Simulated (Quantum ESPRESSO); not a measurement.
# NiO (Fm-3m) in Quantum ESPRESSO: single point with PBE

Aim: the single point of NiO with PBE.

Everything below comes from runs of Quantum ESPRESSO 7.5. Logs are shortened: lines on timing, memory, paths and dates and some standing lists are left out, and cuts for length are marked.

**Experimental background.**

From “Local correlations, non-local screening, multiplets, and band formation in NiO”, 2012, arxiv:1210.6675, for a bulk crystal of NiO: band gap 4.3 eV.

The runs below are set against these values where they give the same quantity.

### 1 Starting point

Symmetry: Fm-3m, No. 225, cubic system. The conventional cell has a = 4.183 Å, b = 4.183 Å, c = 4.183 Å, α = 90.00°, β = 90.00°, γ = 90.00°. Ni (site symmetry m-3m) is surrounded by 6 O at 2.09 Å. O (site symmetry m-3m) is surrounded by 6 Ni at 2.09 Å.

### 2 Single point, PBE, collinear spin, ferromagnetic start

The input, pw.in:

```
&CONTROL
  calculation = 'scf'
  prefix = 'pwscf'
  outdir = './tmp'
  pseudo_dir = './pseudo'
  tprnfor = .true.
  tstress = .true.
  disk_io = 'nowf'
/
&SYSTEM
  ibrav = 0
  nat = 2
  ntyp = 2
  ecutwfc = 45
  ecutrho = 360
  nbnd = 22
  occupations = 'smearing'
  smearing = 'gaussian'
  degauss = 0.00367493
  nspin = 2
  starting_magnetization(1) = 0.1111
  starting_magnetization(2) = 0
/
&ELECTRONS
  conv_thr = 8d-08
  electron_maxstep = 100
  mixing_beta = 0.7
  mixing_ndim = 20
/
ATOMIC_SPECIES
Ni    58.6934 ni_pbe_v1.4.uspp.F.UPF
O     15.9990 o_pbe_v1.2.uspp.F.UPF
CELL_PARAMETERS angstrom
   0.0000000000    2.0913095100    2.0913095100
   2.0913095100    0.0000000000    2.0913095100
   2.0913095100    2.0913095100    0.0000000000
ATOMIC_POSITIONS crystal
Ni     0.0000000000    0.0000000000    0.0000000000
O      0.5000000000    0.5000000000    0.5000000000
K_POINTS automatic
8 8 8 0 0 0
```

Potentials or basis: GBRV 1.5 PBE.

On the command line:

```
$ OMP_NUM_THREADS=1 mpirun -n 2 pw.x -nk 2 -in pw.in > pw.out
```

pw.out:

```text
This program is part of the open-source Quantum ESPRESSO suite
     for quantum simulation of materials; please cite
         "P. Giannozzi et al., J. Phys.:Condens. Matter 21 395502 (2009);
         "P. Giannozzi et al., J. Phys.:Condens. Matter 29 465901 (2017);
         "P. Giannozzi et al., J. Chem. Phys. 152 154105 (2020);
     in publications or presentations arising from this work. More details at

     Message from routine setup:
     using ibrav=0 with symmetry is DISCOURAGED, use correct ibrav instead

     K-points division:     npool     =       2
     Subspace diagonalization in iterative solution of the eigenvalue problem:
     a serial algorithm will be used

     G-vector sticks info
     --------------------
     sticks:   dense  smooth     PW     G-vecs:    dense   smooth      PW
     Sum         769     379    121                14211     5029     941

     Using Slab Decomposition

     bravais-lattice index     =            0
     lattice parameter (alat)  =       5.5890  a.u.
     unit-cell volume          =     123.4473 (a.u.)^3
     number of atoms/cell      =            2
     number of atomic types    =            2
     number of electrons       =        24.00
     number of Kohn-Sham states=           22
     kinetic-energy cutoff     =      45.0000  Ry
     charge density cutoff     =     360.0000  Ry
     scf convergence threshold =      8.0E-08
     mixing beta               =       0.7000
     number of iterations used =           20  plain     mixing
     Exchange-correlation= SLA  PW   PBE  PBE
                           (   1   4   3   4   0   0   0)

     celldm(1)=   5.588975  celldm(2)=   0.000000  celldm(3)=   0.000000
     celldm(4)=   0.000000  celldm(5)=   0.000000  celldm(6)=   0.000000

     crystal axes: (cart. coord. in units of alat)
               a(1) = (   0.000000   0.707107   0.707107 )
               a(2) = (   0.707107   0.000000   0.707107 )
               a(3) = (   0.707107   0.707107   0.000000 )

     reciprocal axes: (cart. coord. in units 2 pi/alat)
               b(1) = ( -0.707107  0.707107  0.707107 )
               b(2) = (  0.707107 -0.707107  0.707107 )
               b(3) = (  0.707107  0.707107 -0.707107 )

     PseudoPot. # 1 for Ni read from file:
     ni_pbe_v1.4.uspp.F.UPF
     Pseudo is Ultrasoft + core correction, Zval = 18.0
     Generated by new atomic code, or converted to UPF format
     Using radial grid of  865 points,  6 beta functions with:
                l(1) =   0
                l(2) =   0
                l(3) =   1
                l(4) =   1
                l(5) =   2
                l(6) =   2
     Q(r) pseudized with 10 coefficients,  rinner =    0.980   0.980   0.980
                                                       0.980   0.980

     PseudoPot. # 2 for O  read from file:
     o_pbe_v1.2.uspp.F.UPF
     Pseudo is Ultrasoft + core correction, Zval =  6.0
     Generated by new atomic code, or converted to UPF format
     Using radial grid of  737 points,  5 beta functions with:
                l(1) =   0
                l(2) =   0
                l(3) =   1
                l(4) =   1
                l(5) =   2
     Q(r) pseudized with  8 coefficients,  rinner =    0.900   0.900   0.900
                                                       0.900   0.900

     atomic species   valence    mass     pseudopotential
     Ni               18.00    58.69340     Ni( 1.00)
     O                 6.00    15.99900     O ( 1.00)

     Starting magnetic structure
     atomic species   magnetization
     Ni              0.111
     O               0.000

     48 Sym. Ops., with inversion, found

   Cartesian axes

     site n.     atom                  positions (alat units)
         1        Ni     tau(   1) = (   0.0000000   0.0000000   0.0000000  )
         2        O      tau(   2) = (   0.7071068   0.7071068   0.7071068  )

     number of k points=    29  Gaussian smearing, width (Ry)=  0.0037
                       cart. coord. in units 2pi/alat
        k(    1) = (   0.0000000   0.0000000   0.0000000), wk =   0.0019531
        k(    2) = (   0.0883883   0.0883883  -0.0883883), wk =   0.0156250
        k(    3) = (   0.1767767   0.1767767  -0.1767767), wk =   0.0156250
        k(    4) = (   0.2651650   0.2651650  -0.2651650), wk =   0.0156250
        k(    5) = (  -0.3535534  -0.3535534   0.3535534), wk =   0.0078125
        k(    6) = (   0.1767767   0.0000000   0.0000000), wk =   0.0117188
[... 21 lines left out ...]
        k(   28) = (  -0.7071068   0.1767767  -0.0000000), wk =   0.0234375
        k(   29) = (  -0.7071068   0.3535534   0.0000000), wk =   0.0117188

     Dense  grid:    14211 G-vectors     FFT dimensions: (  36,  36,  36)

     Smooth grid:     5029 G-vectors     FFT dimensions: (  24,  24,  24)

     Check: negative core charge=   -0.000006
     Generating pointlists ...
     new r_m :   0.2917 (alat units)  1.6302 (a.u.) for type    1
     new r_m :   0.2917 (alat units)  1.6302 (a.u.) for type    2

     Initial potential from superposition of free atoms

     starting charge      22.0000, renormalised to      24.0000
     Starting wfcs are   17 randomized atomic wfcs +    5 random wfcs

     Self-consistent Calculation

     iteration #  1     ecut=    45.00 Ry     beta= 0.70
     Davidson diagonalization with overlap
     ethr =  1.00E-02,  avg # of iterations =  5.9

     total energy              =    -353.20529826 Ry
     estimated scf accuracy    <      33.12673049 Ry

     total magnetization       =     1.36 Bohr mag/cell
     absolute magnetization    =     1.36 Bohr mag/cell
[... 428 lines left out ...]
     total magnetization       =     1.19 Bohr mag/cell
     absolute magnetization    =     1.20 Bohr mag/cell

     iteration # 45     ecut=    45.00 Ry     beta= 0.70
     Davidson diagonalization with overlap
     ethr =  5.67E-10,  avg # of iterations =  2.0

     Magnetic moment per site  (integrated on atomic sphere of radius R)
     atom   1 (R=0.292)  charge= 15.7025  magn=  1.0004
     atom   2 (R=0.292)  charge=  5.6524  magn=  0.1630

     End of self-consistent calculation

 ------ SPIN UP ------------

          k = 0.0000 0.0000 0.0000 (   609 PWs)   bands (ev):

   -89.8176 -50.2035 -50.2035 -50.2035  -6.2631  11.0257  11.0257  11.0257
    11.6685  11.6685  11.7476  11.7476  11.7476  15.6468  31.8955  32.9703
    32.9703  32.9703  36.3986  36.3986  36.3986  39.8899

          k = 0.0884 0.0884-0.0884 (   621 PWs)   bands (ev):

   -89.8172 -50.2080 -50.2041 -50.2041  -6.0901   9.7953  10.1528  10.1528
    11.8426  11.8426  12.0660  12.6133  12.6133  16.6346  29.1960  32.3410
    32.3410  34.0730  35.5912  35.5912  38.4634  42.1115
[... 103 lines left out ...]
          k = 0.0000-0.5303 0.5303 (   632 PWs)   bands (ev):

   -89.8141 -50.2267 -50.2213 -50.2126  -4.7714   7.5583   7.8396   8.9252
    11.8591  12.6442  12.8098  12.8548  13.4285  21.9272  24.4187  24.5705
    29.9156  32.6510  39.8556  43.5882  43.8707  45.8578

          k =-0.7071 0.0000 0.0000 (   636 PWs)   bands (ev):

   -89.8140 -50.2314 -50.2151 -50.2151  -4.8489   7.1874   9.7524   9.7524
    10.8528  12.0267  12.5599  12.7698  12.7698  20.3029  24.6080  26.3644
    30.6773  30.6773  42.5089  45.6967  46.3790  46.6006

          k = 0.3536 0.1768 0.0000 (   624 PWs)   bands (ev):

   -89.8156 -50.2211 -50.2114 -50.2075  -5.3527   7.3613   9.0490   9.3559
    11.8513  12.1756  12.7965  12.8344  13.9888  19.8581  26.3433  26.6034
    30.2263  32.8495  39.5403  39.6830  43.3461  44.8225
[... 25 lines left out ...]
          k = 0.0000-0.3536 0.5303 (   637 PWs)   bands (ev):

   -89.8143 -50.2252 -50.2212 -50.2116  -4.7981   7.1774   8.1118   8.5311
    12.2945  12.4087  12.8595  12.8621  13.9716  22.7654  23.6618  24.8022
    28.7811  36.0777  36.1495  43.3698  44.4696  45.2391

          k =-0.7071 0.1768-0.0000 (   636 PWs)   bands (ev):

   -89.8140 -50.2290 -50.2175 -50.2152  -4.7946   7.3781   8.8510   8.9103
    11.6730  12.3856  12.7395  12.7702  12.9724  21.2339  24.5794  25.5520
    29.2919  32.4587  40.8396  43.2937  45.9011  46.6402

          k =-0.7071 0.3536 0.0000 (   616 PWs)   bands (ev):

   -89.8140 -50.2232 -50.2232 -50.2152  -4.7390   7.9615   7.9615   8.2295
    12.4289  12.4598  12.4598  12.7706  13.3955  22.5987  24.7523  24.7523
    27.5580  36.1469  36.1469  44.1679  45.3522  46.6824

 ------ SPIN DOWN ----------

          k = 0.0000 0.0000 0.0000 (   609 PWs)   bands (ev):

   -88.4454 -48.8738 -48.8738 -48.8738  -6.0050  11.3293  11.3293  11.3293
    12.4810  12.4810  12.4810  13.3016  13.3016  15.8759  31.8358  33.1866
    33.1866  33.1866  36.7494  36.7494  36.7494  40.2914

          k = 0.0884 0.0884-0.0884 (   621 PWs)   bands (ev):

   -88.4449 -48.8786 -48.8745 -48.8745  -5.8289  10.1133  10.7383  10.7383
    12.6452  12.6452  12.7593  13.9132  13.9132  16.8819  29.3382  32.5771
    32.5771  34.1906  35.9106  35.9106  38.7162  42.5150
[... 103 lines left out ...]
          k = 0.0000-0.5303 0.5303 (   632 PWs)   bands (ev):

   -88.4416 -48.8989 -48.8930 -48.8836  -4.4666   7.7941   8.1527   9.4797
    12.6106  13.4557  13.6463  14.3759  14.8660  22.2433  24.6729  24.7882
    30.1809  32.8973  39.9457  43.8018  44.2203  46.2318

          k =-0.7071 0.0000 0.0000 (   636 PWs)   bands (ev):

   -88.4415 -48.9039 -48.8863 -48.8863  -4.5404   7.3986  10.0279  10.0279
    11.4808  13.5920  13.5920  13.7175  14.2361  20.6202  24.8329  26.6354
    30.9416  30.9416  42.9218  45.7495  46.6659  46.6659

          k = 0.3536 0.1768 0.0000 (   624 PWs)   bands (ev):

   -88.4432 -48.8928 -48.8823 -48.8781  -5.0736   7.7304   9.6637   9.6930
    12.5581  13.4081  13.5232  13.9623  15.2891  20.1834  26.5470  26.8662
    30.4942  33.0519  39.8263  39.8401  43.6167  45.1134
[... 25 lines left out ...]
          k = 0.0000-0.3536 0.5303 (   637 PWs)   bands (ev):

   -88.4418 -48.8972 -48.8929 -48.8825  -4.4980   7.4795   8.3803   9.1256
    13.1693  13.2483  13.6415  14.2824  15.3701  23.0877  23.9121  25.0214
    29.0361  36.2967  36.3217  43.5501  44.7413  45.6027

          k =-0.7071 0.1768-0.0000 (   636 PWs)   bands (ev):

   -88.4415 -48.9013 -48.8889 -48.8864  -4.4872   7.6015   9.2041   9.2987
    12.3098  13.5397  13.5924  14.0469  14.5166  21.5590  24.8015  25.8061
    29.5613  32.7067  40.9588  43.6937  46.2888  46.6915

          k =-0.7071 0.3536 0.0000 (   616 PWs)   bands (ev):

   -88.4415 -48.8951 -48.8951 -48.8864  -4.4328   8.2173   8.2173   8.7342
    13.1904  13.1904  13.5928  14.1104  14.8613  22.9677  24.9807  24.9807
    27.8026  36.3423  36.3423  44.5934  45.6663  46.7186

     the Fermi energy is    14.2163 ev

!    total energy              =    -375.50142664 Ry
     estimated scf accuracy    <          1.3E-09 Ry
     smearing contrib. (-TS)   =      -0.00012193 Ry
     internal energy E=F+TS    =    -375.50130471 Ry

     The total energy is F=E-TS. E is the sum of the following terms:
     one-electron contribution =    -217.51974345 Ry
     hartree contribution      =     123.48945750 Ry
     xc contribution           =     -42.86631324 Ry
     ewald contribution        =    -238.60470552 Ry

     total magnetization       =     1.20 Bohr mag/cell
     absolute magnetization    =     1.20 Bohr mag/cell

     convergence has been achieved in  45 iterations

     Forces acting on atoms (cartesian axes, Ry/au):

     atom    1 type  1   force =     0.00000000   -0.00000000   -0.00000000
     atom    2 type  2   force =    -0.00000000    0.00000000    0.00000000

     Total force =     0.000000     Total SCF correction =     0.000000

     Computing stress (Cartesian axis) and pressure

          total   stress  (Ry/bohr**3)                   (kbar)     P=       -2.57
  -0.00001749  -0.00000000  -0.00000000           -2.57       -0.00       -0.00
  -0.00000000  -0.00001749  -0.00000000           -0.00       -2.57       -0.00
  -0.00000000  -0.00000000  -0.00001749           -0.00       -0.00       -2.57

=------------------------------------------------------------------------------=
   JOB DONE.
=------------------------------------------------------------------------------=
```

Wall time 32 s (2 MPI ranks of Arm Neoverse V1, shared host); peak memory 0.16 GiB.

Results:

- Free energy: -5108.9572 eV
- Pressure: -0.3 GPa
- Band gap on the k mesh: none (metal or under the smearing width)
- Net moment: 1.20 μB per cell
- Absolute moment: 1.20 μB per cell
- Site moments: Ni +1.00; O +0.16 μB
- Valence electrons inside the program's atomic spheres: Ni 15.70; O 5.65

Levels at points of the mesh, in eV from the Fermi level:
Spin up:
| k point | band 11 | band 12 | band 13 | band 14 | band 15 | band 16 |
| --- | --- | --- | --- | --- | --- | --- |
| (0.00, 0.00, 0.00) | -2.47 | -2.47 | -2.47 | 1.43 | 17.68 | 18.75 |
| (0.00, 0.00, -0.50) | -1.27 | 0.55 | 0.55 | 5.51 | 9.80 | 13.94 |
| (0.00, -0.50, -0.50) | -1.66 | -1.45 | -1.45 | 6.09 | 10.39 | 12.15 |
Spin down:
| k point | band 10 | band 11 | band 12 | band 13 | band 14 | band 15 |
| --- | --- | --- | --- | --- | --- | --- |
| (0.00, 0.00, 0.00) | -1.74 | -1.74 | -0.91 | -0.91 | 1.66 | 17.62 |
| (0.00, 0.00, -0.50) | -0.86 | -0.51 | 1.84 | 1.84 | 5.63 | 10.16 |
| (0.00, -0.50, -0.50) | -0.62 | -0.62 | -0.50 | 0.02 | 6.40 | 10.62 |

Caveat: the k mesh is coarse; a cell with one magnetic atom can't hold antiferromagnetic order, which such compounds often take; semilocal functionals often make such compounds metallic where correlation or magnetic order opens a gap, which also shifts bond lengths.

### 3 Comparison with measurements

Step 2. Measured gap of NiO: 4.3 eV (quoted in “Local correlations, non-local screening, multiplets, and band formation in NiO”, 2012, arxiv:1210.6675). This calculation gives 0.00 eV (-4.30 eV). So large a miss can be the level of theory's own, or it may mean another phase, state or a wrong row. The value is that of PBE on a finite k mesh, which can miss the band edges, without temperature or zero-point motion. Semilocal functionals fall short of measured gaps as a rule. The run's magnetic order (collinear spin, ferromagnetic start) needn't be the measured crystal's.
